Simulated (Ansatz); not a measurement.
CdO (Monteponite):

```
Cd O
1.0
     0.00000    2.34950    2.34950
     2.34950    0.00000    2.34950
     2.34950    2.34950    0.00000
Cd O
1 1
Direct
  0.00000 0.00000 0.00000
  0.50000 0.50000 0.50000
```

Base run:

* Program: Ansatz 0.2.0
* Functional: PBE
* Potentials or basis: all-electron LAPW, scalar-relativistic
* Cutoff: 306 eV (chosen from the basis error)
* Basis error allowed: 0.001 eV/atom
* k mesh: 10 × 10 × 10
* Occupations: gaussian, width 0.1 eV
* Spin: no spin polarisation

Its results: band gap on the k mesh none (metal or under the smearing width); pressure 6.1 GPa.

Task: The run is repeated on the same cell with these changes: functional from PBE to PBEsol. What comes out?

Result: Band gap on the k mesh none (metal or under the smearing width); pressure -0.8 GPa.

PBEsol binds more tightly than PBE, so the same cell stands under less pressure.

Caveats: this crystal is a semiconductor, whose small gap the functional closes, so the metal is an error of the method.
